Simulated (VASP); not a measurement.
# AlN (P6_3mc) in VASP: notebook, part 2 of 2

VASP 6.6.1.

## (4) Single point, PBEsol

This run uses another cell than the first one, of 10.88 Å³/atom, 1.040 times its volume.

INCAR reads:

```
  ALGO = Fast
  EDIFF = 1E-6
  ENCUT = 520
  GGA = PS
  ISIF = 2
  ISMEAR = 0
  LASPH = T
  LCHARG = F
  LREAL = F
  LWAVE = F
  NBANDS = 16
  NELM = 60
  PREC = Accurate
  SIGMA = 0.05
```

KPOINTS reads:

```
k-points
0
Gamma
  10 10 6
```

POSCAR reads:

```
AlN
1.0
    3.1526585823      0.0000000000      0.0000000000
   -1.5763292912      2.7302824217      0.0000000000
    0.0000000000      0.0000000000      5.0557630209
Al N
2 2
Direct
    0.3333333333      0.6666666667     -0.0007683323
    0.6666666667      0.3333333333      0.4992316677
    0.3333333333      0.6666666667      0.3807683323
    0.6666666667      0.3333333333      0.8807683323
```

Potentials or basis: VASP PAW PBE potentials, release 64 (Al, N).

Command:

```console
> cat potpaw_PBE.64/Al/POTCAR potpaw_PBE.64/N/POTCAR > POTCAR
> mpirun -np 1 vasp_std > vasp.out
```

OUTCAR:

```text
EDIFF = 1E-6
   ENCUT = 520
   GGA = PS
   ISIF = 2
   ISMEAR = 0
   LASPH = T
   LREAL = F
   NELM = 60
   PREC = Accurate

 ion  position               nearest neighbor table
   1  0.333  0.667  0.999-   4 1.92   4 1.92   4 1.92   3 1.93   2 3.12   2 3.12   2 3.12   2 3.12
                             2 3.12   2 3.12
   2  0.667  0.333  0.499-   3 1.92   3 1.92   3 1.92   4 1.93   1 3.12   1 3.12   1 3.12   1 3.12
                             1 3.12   1 3.12
   3  0.333  0.667  0.381-   2 1.92   2 1.92   2 1.92   1 1.93
   4  0.667  0.333  0.881-   1 1.92   1 1.92   1 1.92   2 1.93

  LATTYP: Found a hexagonal cell.
 ALAT       =     3.1526585823
 C/A-ratio  =     1.6036506615

  Lattice vectors:

 A1 = (   3.1526585823,   0.0000000000,   0.0000000000)
 A2 = (  -1.5763292912,   2.7302824217,   0.0000000000)
 A3 = (   0.0000000000,   0.0000000000,   5.0557630209)

Analysis of symmetry for initial positions (statically):
=====================================================================
 Subroutine PRICEL returns:
 Original cell was already a primitive cell.

 Routine SETGRP: Setting up the symmetry group for a
 hexagonal supercell.

 Subroutine GETGRP returns: Found 12 space group operations
 (whereof  6 operations were pure point group operations)
 out of a pool of 24 trial point group operations.

The static configuration has the point symmetry C_3v.
 The point group associated with its full space group is C_6v.

Analysis of symmetry for dynamics (positions and initial velocities):
=====================================================================
 Subroutine PRICEL returns:
 Original cell was already a primitive cell.

 Routine SETGRP: Setting up the symmetry group for a
 hexagonal supercell.

 Subroutine GETGRP returns: Found 12 space group operations
 (whereof  6 operations were pure point group operations)
 out of a pool of 24 trial point group operations.

The dynamic configuration has the point symmetry C_3v.
 The point group associated with its full space group is C_6v.

 Subroutine INISYM returns: Found 12 space group operations
 (whereof  6 operations are pure point group operations),
 and found     1 'primitive' translations

----------------------------------------------------------------------------------------

                                     Primitive cell

  volume of cell :      43.5182

  direct lattice vectors                    reciprocal lattice vectors
     3.152658582  0.000000000  0.000000000     0.317192609  0.183131238  0.000000000
    -1.576329291  2.730282422  0.000000000     0.000000000  0.366262476  0.000000000
     0.000000000  0.000000000  5.055763021     0.000000000  0.000000000  0.197794081

  length of vectors
     3.152658582  3.152658582  5.055763021     0.366262476  0.366262476  0.197794081

  position of ions in fractional coordinates (direct lattice)
     0.333333333  0.666666667  0.999231668
     0.666666667  0.333333333  0.499231668
     0.333333333  0.666666667  0.380768332
     0.666666667  0.333333333  0.880768332
[... 31 lines left out ...]

 Found     56 irreducible k-points:

 Following reciprocal coordinates:
            Coordinates               Weight
  0.000000  0.000000  0.000000      1.000000
  0.100000  0.000000  0.000000      6.000000
  0.200000  0.000000  0.000000      6.000000
  0.300000  0.000000  0.000000      6.000000
  0.400000  0.000000  0.000000      6.000000
  0.500000 -0.000000  0.000000      3.000000
[... 16 lines left out ...]
  0.300000  0.100000  0.166667     24.000000
  0.400000  0.100000  0.166667     24.000000
 [... further k-points ...]
   k-points           NKPTS =     56   k-points in BZ     NKDIM =     56   number of bands    NBANDS=     16
   number of dos      NEDOS =    301   number of ions     NIONS =      4
   total plane-waves  NPLWV =  23040
   dimension x,y,z NGX =    24 NGY =   24 NGZ =   40
   dimension x,y,z NGXF=    48 NGYF=   48 NGZF=   80
   ions per type =               2   2
   NGX,Y,Z   is equivalent  to a cutoff of  12.66, 12.66, 13.15 a.u.
   NGXF,Y,Z  is equivalent  to a cutoff of  25.31, 25.31, 26.31 a.u.
 SYSTEM =  unknown system
   PREC   = accura    normal or accurate (medium, high low for compatibility)
   ISTART =      0    job   : 0-new  1-cont  2-samecut
   ICHARG =      2    charge: 1-file 2-atom 10-const
   ISPIN  =      1    spin polarized calculation?
   LNONCOLLINEAR =      F non collinear calculations
   LSORBIT =      F    spin-orbit coupling
   LASPH  =      T    aspherical Exc in radial PAW
   ENCUT  =  520.0 eV  38.22 Ry    6.18 a.u.   5.86  5.86  9.40*2*pi/ulx,y,z
   NELM   =     60;   NELMIN=  2; NELMDL= -5     # of ELM steps
   EDIFF  = 0.1E-05   stopping-criterion for ELM
   LREAL  =      F    real-space projection
   EDIFFG = 0.1E-04   stopping-criterion for IOM
   NSW    =      0    number of steps for IOM
   IBRION =     -1    ionic relax: 0-MD 1-quasi-New 2-CG
   NFREE  =      0    steps in history (QN), initial steepest desc. (CG)
   ISIF   =      2    stress and relaxation
   ISYM   =      2    0-nonsym 1-usesym 2-fastsym
   POTIM  = 0.5000    time-step for ionic-motion
   TEBEG  =    0.0;   TEEND  =   0.0 temperature during run
   PSTRESS=    0.0 pullay stress
   NELECT =      16.0000    total number of electrons
   NUPDOWN=      -1.0000    fix difference up-down
   EMIN   =  10.00;   EMAX   =-10.00  energy-range for DOS
   EFERMI =   0.00;   METHOD = LEGACY
   ISMEAR =     0;   SIGMA  =   0.05  broadening in eV -4-tet -1-fermi 0-gaus
   EFERMI_NEDOS =   21; number of points for ismear=-14 and -15
   IALGO  =     68    algorithm
   IMIX   =      4    mixing-type and parameters
     AMIX     =   0.40;   BMIX     =  1.00
     AMIX_MAG =   1.60;   BMIX_MAG =  1.00
  volume/ion in A,a.u.               =      10.88        73.42
  Fermi-wavevector in a.u.,A,eV,Ry     =   1.172801  2.216273 18.714307  1.375463
  Thomas-Fermi vector in A             =   2.309224
   LORBIT       =      0    0 simple, 1 ext, 2 COOP (PROOUT), +10 PAW based schemes
   GGA     = PS    functional components
   LHFCALC =     F    Hartree Fock is set to
   AEXX    =    0.0000 exact exchange contribution
   IVDW    =     0    specifies the selected vdW correction
   LEPSILON=     F    determine dielectric tensor
   LRPA    =     F    only Hartree local field effects (RPA)
 non-spin polarized calculation
 RMM-DIIS sequential band-by-band and
 Gauss-broadening in eV      SIGMA  =   0.05
  energy-cutoff  :      520.00
  volume of cell :       43.52
 maximum number of plane-waves:      1194
 NGX is ok and might be reduce to    24
   NGX = 11   NGY = 11   NGZ = 19

 number of electron      16.0000000 magnetization

 Free energy of the ion-electron system (eV)
  ---------------------------------------------------
  ext. energy  EPLUGINS =         0.00000000
  ---------------------------------------------------
  free energy    TOTEN  =       -31.27361528 eV

  energy without entropy =      -31.27361528  energy(sigma->0) =      -31.27361528

 E-fermi :   5.8857     XC(G=0): -10.9295

 val. band max:        5.6660601443   @ k =   0.0000   0.0000   0.0000
 cond. band min:       9.4505319569   @ k =   0.0000   0.0000   0.0000
 fundamental gap:      3.7844718126
 Fermi energy:         5.8856679040

 k-point     1 :       0.0000    0.0000    0.0000
  band No.  band energies     occupation
      1      -9.2484      2.00000
      2      -7.1972      2.00000
      3      -0.2024      2.00000
      4       4.8299      2.00000
      5       4.8299      2.00000
      6       5.4692      2.00000
[... 433 lines left out ...]
      3       0.3626      2.00000
      4       1.3376      2.00000
      5       2.6632      2.00000
      6       3.4213      2.00000
[... 8 lines left out ...]
     15      17.8414      0.00000
     16      20.0155      0.00000

 [... further k-points ...]

------------------------ aborting loop because EDIFF is reached ----------------------------------------

  FORCE on cell =-STRESS in cart. coord.  units (eV):
  Direction    XX          YY          ZZ          XY          YZ          ZX
  --------------------------------------------------------------------------------------
  -------------------------------------------------------------------------------------
  Total       -1.9952398     -1.9952398     -1.9814466      0.0000000      0.0000000     -0.0000000
  in kB      -73.4572149    -73.4572149    -72.9494010      0.0000000      0.0000000     -0.0000000
  external PRESSURE =     -73.2879436 kB  Pullay stress =       0.0000000 kB

 VOLUME and BASIS-vectors are now :
 -----------------------------------------------------------------------------
  energy-cutoff  :      520.00
  volume of cell :       43.52
      direct lattice vectors                 reciprocal lattice vectors
     3.152658582  0.000000000  0.000000000     0.317192609  0.183131238  0.000000000
    -1.576329291  2.730282422  0.000000000     0.000000000  0.366262476  0.000000000
     0.000000000  0.000000000  5.055763021     0.000000000  0.000000000  0.197794081

 POSITION                                       TOTAL-FORCE (eV/Angst)
 -----------------------------------------------------------------------------------
     -0.00000      1.82019      5.05188         0.000000      0.000000      0.008304
      1.57633      0.91009      2.52400        -0.000000      0.000000      0.008304
     -0.00000      1.82019      1.92507         0.000000      0.000000     -0.008304
      1.57633      0.91009      4.45296        -0.000000      0.000000     -0.008304
 -----------------------------------------------------------------------------------
    total drift:                               -0.000000      0.000000      0.000230

  FREE ENERGIE OF THE ION-ELECTRON SYSTEM (eV)
  ---------------------------------------------------
  free  energy   TOTEN  =       -31.2736152830 eV

  energy  without entropy=      -31.2736152830  energy(sigma->0) =      -31.27361528
```

Run time: 20 s. Hardware: 1 thread of Intel Xeon Platinum 8488C (Sapphire Rapids), shared host; peak memory 0.17 GiB.

Results:

- Free energy: -31.2736 eV
- Pressure: -7.3 GPa
- Largest force: 0.008 eV/Å
- Band gap on the k mesh: 3.78 eV, direct

Forces on the atoms (eV/Å):
```
Al   0.000  0.000  0.008
Al   0.000  0.000  0.008
N    0.000  0.000 -0.008
N    0.000  0.000 -0.008
```

Levels at points of the mesh, in eV from the valence-band top:
```tsv
k point	band 5	band 6	band 7	band 8	band 9	band 10	band 11	band 12
(0.00, 0.00, 0.00)	-0.84	-0.20	-0.20	0.00	3.78	6.24	10.18	10.77
(0.50, 0.00, 0.00)	-3.28	-2.04	-1.74	-0.68	5.56	5.59	7.75	9.88
(0.00, 0.00, 0.50)	-0.53	-0.53	-0.53	-0.53	6.05	6.05	9.89	9.89
(0.50, 0.00, 0.50)	-1.43	-1.43	-1.34	-1.34	5.05	5.05	8.89	8.89
```

Caveat: the PAW data sets were made with another functional, which shifts forces and pressure a little.

## (5) Relaxation of shape and atoms at fixed volume, PBEsol

This run uses another cell than the first one, of 10.88 Å³/atom, 1.040 times its volume.

INCAR reads:

```
SYSTEM = AlN
ALGO     = Normal         ! electronic algorithm
EDIFF    = 1E-7           ! SCF threshold, eV
EDIFFG   = -0.01          ! ionic threshold
ENCUT    = 600            ! plane-wave cutoff, eV
GGA      = PS             ! functional
IBRION   = 2              ! ionic algorithm
ISIF     = 4              ! what is computed and relaxed
ISMEAR   = 0              ! smearing method
LASPH    = .TRUE.         ! aspherical terms in the spheres
LCHARG   = .FALSE.        ! write CHGCAR
LREAL    = .FALSE.        ! projectors in reciprocal space
LWAVE    = .FALSE.        ! write WAVECAR
NELM     = 100            ! most SCF steps
NSW      = 60             ! ionic steps
PREC     = Accurate       ! precision mode
SIGMA    = 0.05           ! smearing width, eV
```

KPOINTS reads:

```
k-points
0
G
  10 10 6
  0 0 0
```

POSCAR reads:

```
AlN
1.0
    3.1547669129      0.0000000000      0.0000000000
   -1.5773834565      2.7321082896      0.0000000000
    0.0000000000      0.0000000000      5.0490077465
Al N
2 2
Direct
    0.3333333333      0.6666666667     -0.0009953168
    0.6666666667      0.3333333333      0.4990046832
    0.3333333333      0.6666666667      0.3809953168
    0.6666666667      0.3333333333      0.8809953168
```

Potentials or basis: VASP PAW PBE potentials, release 64 (Al, N).

Command:

```console
> cat potpaw_PBE.64/Al/POTCAR potpaw_PBE.64/N/POTCAR > POTCAR
> mpirun -np 1 vasp_std > vasp.out
```

OUTCAR:

```text
SYSTEM = AlN
   EDIFF = 1E-7
   EDIFFG = -0.01
   ENCUT = 600
   GGA = PS
   IBRION = 2
   ISIF = 4
   ISMEAR = 0
   LASPH = .TRUE.
   LREAL = .FALSE.
   NELM = 100
   NSW = 60
   PREC = Accurate

 ion  position               nearest neighbor table
   1  0.333  0.667  0.999-   4 1.92   4 1.92   4 1.92   3 1.93   2 3.11   2 3.11   2 3.11   2 3.11
                             2 3.11   2 3.11
   2  0.667  0.333  0.499-   3 1.92   3 1.92   3 1.92   4 1.93   1 3.11   1 3.11   1 3.11   1 3.11
                             1 3.11   1 3.11
   3  0.333  0.667  0.381-   2 1.92   2 1.92   2 1.92   1 1.93
   4  0.667  0.333  0.881-   1 1.92   1 1.92   1 1.92   2 1.93

  LATTYP: Found a hexagonal cell.
 ALAT       =     3.1547669129
 C/A-ratio  =     1.6004376507

  Lattice vectors:

 A1 = (   3.1547669129,   0.0000000000,   0.0000000000)
 A2 = (  -1.5773834565,   2.7321082896,   0.0000000000)
 A3 = (   0.0000000000,   0.0000000000,   5.0490077465)

Analysis of symmetry for initial positions (statically):
=====================================================================
 Subroutine PRICEL returns:
 Original cell was already a primitive cell.

 Routine SETGRP: Setting up the symmetry group for a
 hexagonal supercell.

 Subroutine GETGRP returns: Found 12 space group operations
 (whereof  6 operations were pure point group operations)
[... 288 lines left out ...]

 Free energy of the ion-electron system (eV)
  ---------------------------------------------------
  ext. energy  EPLUGINS =         0.00000000
  ---------------------------------------------------
  free energy    TOTEN  =       -31.27688250 eV

  energy without entropy =      -31.27688250  energy(sigma->0) =      -31.27688250

 E-fermi :   5.8632     XC(G=0): -10.9296

 val. band max:        5.6591059213   @ k =   0.0000   0.0000   0.0000
 cond. band min:       9.4500557426   @ k =   0.0000   0.0000   0.0000
 fundamental gap:      3.7909498213
 Fermi energy:         5.8632426325

 k-point     1 :       0.0000    0.0000    0.0000
  band No.  band energies     occupation
      1      -9.2486      2.00000
      2      -7.1994      2.00000
      3      -0.2064      2.00000
      4       4.8344      2.00000
      5       4.8344      2.00000
      6       5.4726      2.00000
      7       5.4726      2.00000
      8       5.6591      2.00000
      9       9.4501      0.00000
     10      11.9124      0.00000
     11      15.8383      0.00000
     12      16.4418      0.00000
[... 331 lines left out ...]
 k-point    24 :       0.4000    0.1000    0.1667
  band No.  band energies     occupation
      1      -7.3427      2.00000
      2      -6.7116      2.00000
      3       0.3631      2.00000
      4       1.3376      2.00000
      5       2.6612      2.00000
      6       3.4236      2.00000
      7       4.2807      2.00000
      8       4.5983      2.00000
      9      10.9783      0.00000
     10      11.8527      0.00000
     11      14.1017      0.00000
     12      15.0570      0.00000

 [... further k-points ...]

------------------------ aborting loop because EDIFF is reached ----------------------------------------

  FORCE on cell =-STRESS in cart. coord.  units (eV):
  Direction    XX          YY          ZZ          XY          YZ          ZX
  --------------------------------------------------------------------------------------
  -------------------------------------------------------------------------------------
  Total       -2.0358612     -2.0358612     -2.0182625      0.0000000      0.0000000      0.0000000
  in kB      -74.9527405    -74.9527405    -74.3048244      0.0000000      0.0000000      0.0000000
  external PRESSURE =     -74.7367685 kB  Pullay stress =       0.0000000 kB
[... 19 lines left out ...]
  FREE ENERGIE OF THE ION-ELECTRON SYSTEM (eV)
  ---------------------------------------------------
  free  energy   TOTEN  =       -31.2768824983 eV

  energy  without entropy=      -31.2768824983  energy(sigma->0) =      -31.27688250

 reached required accuracy - stopping structural energy minimisation
```

CONTCAR:

```text
AlN
   1.00000000000000
     3.1521182264158516    0.0000000000040114    0.0000000000000000
    -1.5760591132544099    2.7298144598146648    0.0000000000000000
     0.0000000000000000    0.0000000000000000    5.0574965507288825
  Al              N
     2     2
Direct
     0.3333333332999970    0.6666666667000030    0.9994155765641111
     0.6666666667000030    0.3333333332999970    0.4994155765641111
     0.3333333332999970    0.6666666667000030    0.3805844234358844
     0.6666666667000030    0.3333333332999970    0.8805844234358844

  0.00000000E+00  0.00000000E+00  0.00000000E+00
  0.00000000E+00  0.00000000E+00  0.00000000E+00
  0.00000000E+00  0.00000000E+00  0.00000000E+00
  0.00000000E+00  0.00000000E+00  0.00000000E+00
```

It took 50 s on 1 thread of Intel Xeon Platinum 8488C (Sapphire Rapids), shared host; peak memory 0.18 GiB.

Results:

| Quantity | Value |
| --- | --- |
| Free energy | -31.2769 eV |
| Energy gained by relaxing | 0.0 meV/atom |
| Ionic steps | 4 |
| Pressure after relaxing | -7.5 GPa |
| Largest force after relaxing | 0.008 eV/Å |
| Band gap on the k mesh | 3.79 eV, direct |

Forces on the atoms (eV/Å):
```
Al   0.000  0.000 -0.008
Al   0.000  0.000 -0.008
N    0.000  0.000  0.008
N    0.000  0.000  0.008
```

The path:
```
step  energy change (eV)  largest force (eV/Å)  pressure (GPa)  volume (Å³)
   1              0.0000                0.0147           -7.50        43.52
   2             -0.0001                0.0152           -7.49        43.52
   3             -0.0001                0.0154           -7.48        43.52
   4             -0.0002                0.0077           -7.47        43.52
```

Final structure:
```xyz
4
Lattice="3.1521 0.0000 0.0000 -1.5761 2.7298 0.0000 0.0000 0.0000 5.0575" Properties=species:S:1:pos:R:3 pbc="T T T"
Al    0.0000    1.8199    5.0545
Al    1.5761    0.9099    2.5258
N     0.0000    1.8199    1.9248
N     1.5761    0.9099    4.4536
```

Caveat: the PAW data sets were made with another functional, which shifts forces and pressure a little.

## (6) Overview

```csv
task,cell,cutoff (eV),gap on the mesh (eV),pressure (GPa),largest force (eV/Å)
single point,"P6_3mc, 10.46 Å³/atom",520,4.11,-0.1,-
relaxation of cell and atoms,relaxed,600,4.12,0.1,-
single point,"P6_3mc, 10.88 Å³/atom",520,3.78,-7.3,0.01
relaxation of shape and atoms at fixed volume,relaxed at fixed volume,600,3.79,-7.5,0.01
```

Alike in all rows: level PBEsol; potentials or basis VASP PAW PBE potentials, release 64 (Al, N); no spin polarisation; k mesh 10 × 10 × 6; smearing gaussian 0.05 eV.

Caveats: the PAW data sets were made with another functional, which shifts forces and pressure a little.

Absolute energies hang on the potentials; compare differences alone.

## (7) Comparison with measurements

Step 2. Against the measured gap of AlN, 6.0343 eV (an exciton energy, a little under the gap; 0 K; quoted in “Structural and optical properties of self-assembled AlN nanowires grown on SiO2/Si substrates by molecular beam epitaxy”, 2024, arxiv:2402.00216), the calculated 4.11 eV is off by -1.92 eV. 2 values of this kind are on record (6.034 to 6.0343 eV); this one was drawn at random. The value is that of PBEsol on a finite k mesh, which can miss the band edges, without temperature or zero-point motion. Semilocal functionals fall short of measured gaps as a rule.

Step 4. A measured gap of AlN is 6.034 eV (an exciton energy, a little under the gap; 10 K; quoted in “Self-assembly of well-separated AlN nanowires directly on sputtered metallic TiN films”, 2019, arxiv:1910.07391); the calculated 3.78 eV misses it by -2.25 eV. 2 values of this kind are on record (6.034 to 6.0343 eV); this one was drawn at random. The value is that of PBEsol, without temperature or zero-point motion. Semilocal functionals fall short of measured gaps as a rule.
